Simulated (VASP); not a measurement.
# CdS (F-43m) in VASP: a series of runs

The runs below take CdS through single point, relaxation of cell and atoms, with PBE.

All numbers are computed with VASP 6.6.1; they aren't measurements. Logs are shortened: lines on timing, memory, paths and dates and some standing lists are left out, and cuts for length are marked.

**1. The structure**

The structure is cubic, space group F-43m (No. 216). The conventional cell has a = 5.927 Å, b = 5.927 Å, c = 5.927 Å, α = 90.00°, β = 90.00°, γ = 90.00°. Around Cd (site symmetry -43m) lie 4 S at 2.57 Å. S (site symmetry -43m) is surrounded by 4 Cd at 2.57 Å.

**2. Single point, PBE**

INCAR reads:

```
ALGO = Fast
EDIFF = 1E-6
ENCUT = 520
GGA = PE
ISIF = 2
ISMEAR = 0
LASPH = True
LCHARG = False
LREAL = False
LWAVE = False
NBANDS = 16
NELM = 100
PREC = Accurate
SIGMA = 0.02
```

KPOINTS reads:

```
k-points
0
Gamma
  8 8 8
```

POSCAR reads:

```
CdS
1.0
    0.0000000000      2.9633304914      2.9633304914
    2.9633304914      0.0000000000      2.9633304914
    2.9633304914      2.9633304914      0.0000000000
Cd S
1 1
Direct
    0.0000000000      0.0000000000      0.0000000000
    0.7500000000      0.7500000000      0.7500000000
```

Potentials or basis: VASP PAW PBE potentials, release 64 (Cd, S).

Command:

```
> cat potpaw_PBE.64/Cd/POTCAR potpaw_PBE.64/S/POTCAR > POTCAR
> mpirun -np 1 vasp_std > vasp.out
```

OUTCAR:

```text
EDIFF = 1E-6
   ENCUT = 520
   GGA = PE
   ISIF = 2
   ISMEAR = 0
   LASPH = True
   LREAL = False
   NELM = 100
   PREC = Accurate

 ion  position               nearest neighbor table
   1  0.000  0.000  0.000-   2 2.57   2 2.57   2 2.57   2 2.57
   2  0.750  0.750  0.750-   1 2.57   1 2.57   1 2.57   1 2.57

  LATTYP: Found a face centered cubic cell.
 ALAT       =     5.9266609828

  Lattice vectors:

 A1 = (   0.0000000000,   2.9633304914,   2.9633304914)
 A2 = (   2.9633304914,   0.0000000000,   2.9633304914)
 A3 = (   2.9633304914,   2.9633304914,   0.0000000000)

Analysis of symmetry for initial positions (statically):
=====================================================================
 Subroutine PRICEL returns:
 Original cell was already a primitive cell.

 Routine SETGRP: Setting up the symmetry group for a
 face centered cubic supercell.

 Subroutine GETGRP returns: Found 24 space group operations
 (whereof 24 operations were pure point group operations)
 out of a pool of 48 trial point group operations.

The static configuration has the point symmetry T_d .

Analysis of symmetry for dynamics (positions and initial velocities):
=====================================================================
 Subroutine PRICEL returns:
 Original cell was already a primitive cell.

 Routine SETGRP: Setting up the symmetry group for a
 face centered cubic supercell.

 Subroutine GETGRP returns: Found 24 space group operations
 (whereof 24 operations were pure point group operations)
 out of a pool of 48 trial point group operations.

The dynamic configuration has the point symmetry T_d .

 Subroutine INISYM returns: Found 24 space group operations
 (whereof 24 operations are pure point group operations),
 and found     1 'primitive' translations

----------------------------------------------------------------------------------------

                                     Primitive cell

  volume of cell :      52.0440

  direct lattice vectors                    reciprocal lattice vectors
     0.000000000  2.963330491  2.963330491    -0.168729071  0.168729071  0.168729071
     2.963330491  0.000000000  2.963330491     0.168729071 -0.168729071  0.168729071
     2.963330491  2.963330491  0.000000000     0.168729071  0.168729071 -0.168729071

  length of vectors
     4.190782171  4.190782171  4.190782171     0.292247323  0.292247323  0.292247323

  position of ions in fractional coordinates (direct lattice)
     0.000000000  0.000000000  0.000000000
     0.750000000  0.750000000  0.750000000
[... 73 lines left out ...]
   LSORBIT =      F    spin-orbit coupling
   LASPH  =      T    aspherical Exc in radial PAW
   ENCUT  =  520.0 eV  38.22 Ry    6.18 a.u.   7.79  7.79  7.79*2*pi/ulx,y,z
   NELM   =    100;   NELMIN=  2; NELMDL= -5     # of ELM steps
   EDIFF  = 0.1E-05   stopping-criterion for ELM
   LREAL  =      F    real-space projection
   EDIFFG = 0.1E-04   stopping-criterion for IOM
   NSW    =      0    number of steps for IOM
   IBRION =     -1    ionic relax: 0-MD 1-quasi-New 2-CG
   NFREE  =      0    steps in history (QN), initial steepest desc. (CG)
   ISIF   =      2    stress and relaxation
   ISYM   =      2    0-nonsym 1-usesym 2-fastsym
   POTIM  = 0.5000    time-step for ionic-motion
   TEBEG  =    0.0;   TEEND  =   0.0 temperature during run
   PSTRESS=    0.0 pullay stress
   NELECT =      18.0000    total number of electrons
   NUPDOWN=      -1.0000    fix difference up-down
   EMIN   =  10.00;   EMAX   =-10.00  energy-range for DOS
   EFERMI =   0.00;   METHOD = LEGACY
   ISMEAR =     0;   SIGMA  =   0.02  broadening in eV -4-tet -1-fermi 0-gaus
   EFERMI_NEDOS =   21; number of points for ismear=-14 and -15
   IALGO  =     68    algorithm
   IMIX   =      4    mixing-type and parameters
     AMIX     =   0.40;   BMIX     =  1.00
     AMIX_MAG =   1.60;   BMIX_MAG =  1.00
  volume/ion in A,a.u.               =      26.02       175.60
  Fermi-wavevector in a.u.,A,eV,Ry     =   1.149147  2.171573 17.967021  1.320539
  Thomas-Fermi vector in A             =   2.285818
   LORBIT       =      0    0 simple, 1 ext, 2 COOP (PROOUT), +10 PAW based schemes
   GGA     = PE    functional components
   LHFCALC =     F    Hartree Fock is set to
   AEXX    =    0.0000 exact exchange contribution
   IVDW    =     0    specifies the selected vdW correction
   LEPSILON=     F    determine dielectric tensor
   LRPA    =     F    only Hartree local field effects (RPA)
 non-spin polarized calculation
 RMM-DIIS sequential band-by-band and
 Gauss-broadening in eV      SIGMA  =   0.02
  energy-cutoff  :      520.00
  volume of cell :       52.04
 maximum number of plane-waves:      1424
   NGX = 15   NGY = 15   NGZ = 15

 number of electron      18.0000001 magnetization

 Free energy of the ion-electron system (eV)
  ---------------------------------------------------
  ext. energy  EPLUGINS =         0.00000000
  ---------------------------------------------------
  free energy    TOTEN  =        -6.14718332 eV

  energy without entropy =       -6.14718332  energy(sigma->0) =       -6.14718332

 E-fermi :   1.0609     XC(G=0):  -8.9276

 val. band max:        0.9172081787   @ k =   0.0000   0.0000   0.0000
 cond. band min:       1.9607987507   @ k =   0.0000   0.0000   0.0000
 fundamental gap:      1.0435905720
 Fermi energy:         1.0609078265

 k-point     1 :       0.0000    0.0000    0.0000
  band No.  band energies     occupation
      1     -11.1710      2.00000
      2      -6.6509      2.00000
      3      -6.6509      2.00000
      4      -6.6509      2.00000
      5      -6.2336      2.00000
      6      -6.2336      2.00000
[... 433 lines left out ...]
      3      -6.4733      2.00000
      4      -6.2541      2.00000
      5      -6.2098      2.00000
      6      -5.7939      2.00000
[... 8 lines left out ...]
     15      13.0874      0.00000
     16      13.9309      0.00000

 [... further k-points ...]
[... 5 lines left out ...]
  --------------------------------------------------------------------------------------
  -------------------------------------------------------------------------------------
  Total        0.0954228      0.0954228      0.0954228     -0.0000000      0.0000000      0.0000000
  in kB        2.9376000      2.9376000      2.9376000     -0.0000000      0.0000000      0.0000000
  external PRESSURE =       2.9376000 kB  Pullay stress =       0.0000000 kB

 VOLUME and BASIS-vectors are now :
 -----------------------------------------------------------------------------
  energy-cutoff  :      520.00
  volume of cell :       52.04
      direct lattice vectors                 reciprocal lattice vectors
     0.000000000  2.963330491  2.963330491    -0.168729071  0.168729071  0.168729071
     2.963330491  0.000000000  2.963330491     0.168729071 -0.168729071  0.168729071
     2.963330491  2.963330491  0.000000000     0.168729071  0.168729071 -0.168729071

 POSITION                                       TOTAL-FORCE (eV/Angst)
 -----------------------------------------------------------------------------------
      0.00000      0.00000      0.00000         0.000000      0.000000      0.000000
      4.44500      4.44500      4.44500        -0.000000     -0.000000     -0.000000
 -----------------------------------------------------------------------------------
    total drift:                                0.000000      0.000000      0.000000

  FREE ENERGIE OF THE ION-ELECTRON SYSTEM (eV)
  ---------------------------------------------------
  free  energy   TOTEN  =        -6.1471833250 eV

  energy  without entropy=       -6.1471833250  energy(sigma->0) =       -6.14718332
```

Wall time 17 s (1 thread of AMD EPYC 7R13 (Zen 3), shared host); peak memory 0.15 GiB.

What came out:

* Free energy: -6.1472 eV
* Pressure: 0.3 GPa
* Band gap on the k mesh: 1.04 eV, direct

Levels at points of the mesh, in eV from the valence-band top:
```
           k point  band 6  band 7  band 8  band 9  band 10  band 11  band 12  band 13
(0.00, 0.00, 0.00)   -7.15    0.00    0.00    0.00     1.04     6.55     6.55     6.55
(0.50, 0.00, 0.00)   -6.81   -4.12   -0.69   -0.69     2.94     7.01     7.01     7.33
(0.50, 0.50, 0.00)   -6.75   -3.75   -1.72   -1.72     3.63     4.28     9.04    10.49
```

**3. Relaxation of cell and atoms, PBE**

This run uses another cell than the first one, of 25.94 Å³/atom, 0.997 times its volume.

INCAR reads:

```
ALGO     = Fast           # electronic algorithm
EDIFF    = 1E-6           # SCF threshold, eV
EDIFFG   = -0.02          # ionic threshold
ENCUT    = 600            # plane-wave cutoff, eV
GGA      = PE             # functional
IBRION   = 2              # ionic algorithm
ISIF     = 3              # what is computed and relaxed
ISMEAR   = 0              # smearing method
LASPH    = True           # aspherical terms in the spheres
LCHARG   = False          # write CHGCAR
LREAL    = False          # projectors in reciprocal space
LWAVE    = False          # write WAVECAR
NELM     = 100            # most SCF steps
NSW      = 70             # ionic steps
PREC     = Accurate       # precision mode
SIGMA    = 0.02           # smearing width, eV
```

KPOINTS is that of step 2.

POSCAR reads:

```
CdS
1.0
    0.0000000000      2.9601810180      2.9601810180
    2.9601810180      0.0000000000      2.9601810180
    2.9601810180      2.9601810180      0.0000000000
Cd S
1 1
Direct
    0.0000000000      0.0000000000      0.0000000000
    0.7500000000      0.7500000000      0.7500000000
```

Potentials or basis: VASP PAW PBE potentials, release 64 (Cd, S).

Command:

```
> cat potpaw_PBE.64/Cd/POTCAR potpaw_PBE.64/S/POTCAR > POTCAR
> mpirun -np 1 vasp_std > vasp.out
```

OUTCAR:

```text
EDIFF = 1E-6
   EDIFFG = -0.02
   ENCUT = 600
   GGA = PE
   IBRION = 2
   ISIF = 3
   ISMEAR = 0
   LASPH = True
   LREAL = False
   NELM = 100
   NSW = 70
   PREC = Accurate

 ion  position               nearest neighbor table
   1  0.000  0.000  0.000-   2 2.56   2 2.56   2 2.56   2 2.56
   2  0.750  0.750  0.750-   1 2.56   1 2.56   1 2.56   1 2.56

  LATTYP: Found a face centered cubic cell.
 ALAT       =     5.9203620360

  Lattice vectors:

 A1 = (   0.0000000000,   2.9601810180,   2.9601810180)
 A2 = (   2.9601810180,   0.0000000000,   2.9601810180)
 A3 = (   2.9601810180,   2.9601810180,   0.0000000000)

Analysis of symmetry for initial positions (statically):
=====================================================================
 Subroutine PRICEL returns:
 Original cell was already a primitive cell.

 Routine SETGRP: Setting up the symmetry group for a
 face centered cubic supercell.

 Subroutine GETGRP returns: Found 24 space group operations
 (whereof 24 operations were pure point group operations)
 out of a pool of 48 trial point group operations.

The static configuration has the point symmetry T_d .

Analysis of symmetry for dynamics (positions and initial velocities):
[... 172 lines left out ...]
  in kB        4.8616138      4.8616138      4.8616138      0.0000000     -0.0000000      0.0000000
  external PRESSURE =       4.8616138 kB  Pullay stress =       0.0000000 kB
[... 59 lines left out ...]
--------------------------------------- Ionic step        3  -------------------------------------------

 number of electron      17.9999999 magnetization

 Free energy of the ion-electron system (eV)
  ---------------------------------------------------
  ext. energy  EPLUGINS =         0.00000000
  ---------------------------------------------------
  free energy    TOTEN  =        -6.14719986 eV

  energy without entropy =       -6.14719986  energy(sigma->0) =       -6.14719986

 E-fermi :   1.0023     XC(G=0):  -8.9068

 val. band max:        0.8813147491   @ k =   0.0000   0.0000   0.0000
 cond. band min:       1.9147523446   @ k =   0.0000   0.0000   0.0000
 fundamental gap:      1.0334375955
 Fermi energy:         1.0022973482

 k-point     1 :       0.0000    0.0000    0.0000
  band No.  band energies     occupation
      1     -11.1816      2.00000
      2      -6.6732      2.00000
      3      -6.6732      2.00000
      4      -6.6732      2.00000
      5      -6.2615      2.00000
      6      -6.2615      2.00000
      7       0.8813      2.00000
      8       0.8813      2.00000
      9       0.8813      2.00000
     10       1.9148      0.00000
     11       7.4317      0.00000
     12       7.4317      0.00000
     13       7.4317      0.00000
[... 354 lines left out ...]
  band No.  band energies     occupation
      1     -10.7459      2.00000
      2      -6.5296      2.00000
      3      -6.4977      2.00000
      4      -6.2815      2.00000
      5      -6.2379      2.00000
      6      -5.8265      2.00000
      7      -2.9549      2.00000
      8      -0.8943      2.00000
      9      -0.2231      2.00000
     10       5.1083      0.00000
     11       6.7279      0.00000
     12       8.0029      0.00000
     13       9.1497      0.00000

 [... further k-points ...]
[... 5 lines left out ...]
  --------------------------------------------------------------------------------------
  -------------------------------------------------------------------------------------
  Total       -0.0089775     -0.0089775     -0.0089775      0.0000000      0.0000000      0.0000000
  in kB       -0.2751354     -0.2751354     -0.2751354      0.0000000      0.0000000      0.0000000
  external PRESSURE =      -0.2751354 kB  Pullay stress =       0.0000000 kB
[... 17 lines left out ...]
  FREE ENERGIE OF THE ION-ELECTRON SYSTEM (eV)
  ---------------------------------------------------
  free  energy   TOTEN  =        -6.1471998647 eV

  energy  without entropy=       -6.1471998647  energy(sigma->0) =       -6.14719986

 reached required accuracy - stopping structural energy minimisation
```

OSZICAR:

```text
N       E                     dE             d eps       ncg     rms          rms(c)
DAV:   1     0.120649601985E+03    0.12065E+03   -0.98222E+03   754   0.141E+03
DAV:   2    -0.958108160140E+00   -0.12161E+03   -0.11602E+03   839   0.313E+02
DAV:   3    -0.665466434746E+01   -0.56966E+01   -0.56737E+01   904   0.696E+01
[... 23 lines left out ...]
RMM:   2    -0.614740927126E+01    0.20795E-02   -0.49366E-03   754   0.881E-01    0.135E-01
RMM:   3    -0.614720552615E+01    0.20375E-03   -0.75950E-04   754   0.230E-01    0.102E-01
RMM:   4    -0.614719747607E+01    0.80501E-05   -0.63622E-05   754   0.783E-02    0.276E-02
RMM:   5    -0.614719949246E+01   -0.20164E-05   -0.28199E-05   754   0.507E-02    0.124E-02
RMM:   6    -0.614719986468E+01   -0.37222E-06   -0.82176E-06   732   0.360E-02
   3 F= -.61471999E+01 E0= -.61471999E+01  d E =-.559936E-03
```

CONTCAR:

```text
CdS
   1.00000000000000
     0.0000000000000000    2.9677673383183096    2.9677673383183096
     2.9677673383183096   -0.0000000000000000    2.9677673383183096
     2.9677673383183096    2.9677673383183096   -0.0000000000000000
  Cd              S
     1     1
Direct
     0.0000000000000000    0.0000000000000000    0.0000000000000000
     0.7500000000000000    0.7500000000000000    0.7500000000000000

  0.00000000E+00  0.00000000E+00  0.00000000E+00
  0.00000000E+00  0.00000000E+00  0.00000000E+00
```

Wall time 45 s (1 thread of AMD EPYC 7R13 (Zen 3), shared host); peak memory 0.19 GiB.

Results:

* Free energy: -6.1472 eV
* Relaxed volume: 26.14 Å³/atom
* Relaxed cell: a = 4.197 Å, b = 4.197 Å, c = 4.197 Å, α = 60.00°, β = 60.00°, γ = 60.00°
* Space group after relaxing (to 0.05 Å): F-43m (No. 216)
* Energy gained by relaxing: 0.3 meV/atom
* Ionic steps: 3
* Pressure after relaxing: 0.0 GPa
* Band gap on the k mesh: 1.03 eV, direct

Step by step:
```
step  energy change (eV)  largest force (eV/Å)  pressure (GPa)  volume (Å³)
   1              0.0000                0.0000            0.49        51.88
   2             -0.0005                0.0000           -0.15        52.47
   3             -0.0006                0.0000           -0.03        52.28
```

Final structure:
```cif
data_structure
_symmetry_space_group_name_H-M 'P 1'
_symmetry_Int_Tables_number 1
_cell_length_a 4.1971
_cell_length_b 4.1971
_cell_length_c 4.1971
_cell_angle_alpha 60.000
_cell_angle_beta 60.000
_cell_angle_gamma 60.000
_cell_volume 52.28
loop_
_atom_site_label
_atom_site_type_symbol
_atom_site_fract_x
_atom_site_fract_y
_atom_site_fract_z
_atom_site_occupancy
Cd1 Cd 0.00000 0.00000 0.00000 1
S1 S 0.75000 0.75000 0.75000 1
```

**4. Single point, PBE**

This run uses another cell than the first one, of 25.94 Å³/atom, 0.997 times its volume.

INCAR reads:

```
ALGO = Fast
EDIFF = 1E-6
ENCUT = 520
GGA = PE
ISIF = 2
ISMEAR = 0
LASPH = True
LCHARG = True
LELF = True
LREAL = False
LVHAR = True
LWAVE = False
NBANDS = 16
NELM = 100
PREC = Accurate
SIGMA = 0.1
```

KPOINTS reads:

```
k-points
0
Gamma
  6 6 6
```

POSCAR is that of step 3.

Command:

```
> cat potpaw_PBE.64/Cd/POTCAR potpaw_PBE.64/S/POTCAR > POTCAR
> mpirun -np 1 vasp_std > vasp.out
```

It took 12 s on 1 thread of AMD EPYC 7R13 (Zen 3), shared host; peak memory 0.14 GiB.

It converged, with:

```yaml
Free_energy: -6.1447 eV
Pressure: 0.5 GPa
Band_gap_on_the_k_mesh: 1.05 eV, direct
```

Levels at points of the mesh, in eV from the valence-band top:
```
           k point  band 7  band 8  band 9  band 10  band 11  band 12
(0.00, 0.00, 0.00)    0.00    0.00    0.00     1.05     6.55     6.55
(0.50, 0.00, 0.00)   -4.14   -0.69   -0.69     2.94     7.00     7.00
(0.50, 0.50, 0.00)   -3.76   -1.73   -1.73     3.62     4.29     9.05
```

Expect the measured gap to be larger: semilocal functionals such as PBE lack the derivative discontinuity.

**5. Relaxation of cell and atoms, PBE**

This run uses another cell than the first one, of 24.64 Å³/atom, 0.947 times its volume.

INCAR reads:

```
SYSTEM = CdS
ALGO = Normal ; EDIFF = 1E-7
EDIFFG = -0.04 ; ENCUT = 600
GGA = PE ; IBRION = 2
ISIF = 3 ; ISMEAR = 0
LASPH = .True. ; LCHARG = .False.
LREAL = .False. ; LWAVE = .False.
NELM = 100 ; NSW = 60
PREC = Accurate ; SIGMA = 0.1
```

KPOINTS reads:

```
k-points
0
Gamma
  6 6 6
  0 0 0
```

POSCAR reads:

```
CdS
1.0
    0.0000000000      2.9100000000      2.9100000000
    2.9100000000      0.0000000000      2.9100000000
    2.9100000000      2.9100000000      0.0000000000
Cd S
1 1
Direct
    0.0000000000      0.0000000000      0.0000000000
    0.7500000000      0.7500000000      0.7500000000
```

Command:

```
> cat potpaw_PBE.64/Cd/POTCAR potpaw_PBE.64/S/POTCAR > POTCAR
> mpirun -np 1 vasp_std > vasp.out
```

It took 33 s on 1 thread of AMD EPYC 7R13 (Zen 3), shared host; peak memory 0.18 GiB.

It converged, with:

| Quantity | Value |
| --- | --- |
| Free energy | -6.1443 eV |
| Relaxed volume | 26.15 Å³/atom |
| Relaxed cell | a = 4.198 Å, b = 4.198 Å, c = 4.198 Å, α = 60.00°, β = 60.00°, γ = 60.00° |
| Space group after relaxing (to 0.05 Å) | F-43m (No. 216) |
| Energy gained by relaxing | 16.2 meV/atom |
| Ionic steps | 3 |
| Pressure after relaxing | 0.0 GPa |
| Band gap on the k mesh | 1.03 eV, direct |

The path:
| step | energy change (eV) | largest force (eV/Å) | pressure (GPa) | volume (Å³) |
| --- | --- | --- | --- | --- |
| 1 | 0.0000 | 0.0000 | 3.65 | 49.28 |
| 2 | -0.0288 | 0.0000 | -1.05 | 53.39 |
| 3 | -0.0325 | 0.0000 | 0.01 | 52.30 |

Final structure:
```xyz
2
Lattice="0.0000 2.9681 2.9681 2.9681 0.0000 2.9681 2.9681 2.9681 0.0000" Properties=species:S:1:pos:R:3 pbc="T T T"
Cd    0.0000    0.0000    0.0000
S     4.4522    4.4522    4.4522
```

Levels at points of the mesh, in eV from the valence-band top:
```
           k point  band 7  band 8  band 9  band 10  band 11  band 12
(0.00, 0.00, 0.00)    0.00    0.00    0.00     1.03     6.55     6.55
(0.50, 0.00, 0.00)   -4.09   -0.68   -0.68     2.93     7.00     7.00
(0.50, 0.50, 0.00)   -3.73   -1.70   -1.70     3.64     4.27     9.02
```

As with any semilocal functional, this PBE gap is likely too small. Zero-point motion and thermal expansion aren't in these numbers.

**6. Summary**

```tsv
task	cell	k mesh	cutoff (eV)	smearing	gap on the mesh (eV)	pressure (GPa)	relaxed volume (Å³/atom)
single point	F-43m, 26.02 Å³/atom	8 × 8 × 8	520	gaussian 0.02 eV	1.04	0.3	-
relaxation of cell and atoms	relaxed	8 × 8 × 8	600	gaussian 0.02 eV	1.03	0.0	26.14
single point	F-43m, 25.94 Å³/atom	6 × 6 × 6	520	gaussian 0.1 eV	1.05	0.5	-
relaxation of cell and atoms	relaxed	6 × 6 × 6	600	gaussian 0.1 eV	1.03	0.0	26.15
```

Alike in all rows: level PBE; potentials or basis VASP PAW PBE potentials, release 64 (Cd, S); no spin polarisation.

Total energies depend on the potentials used, so only differences within one code and one set of settings carry meaning.
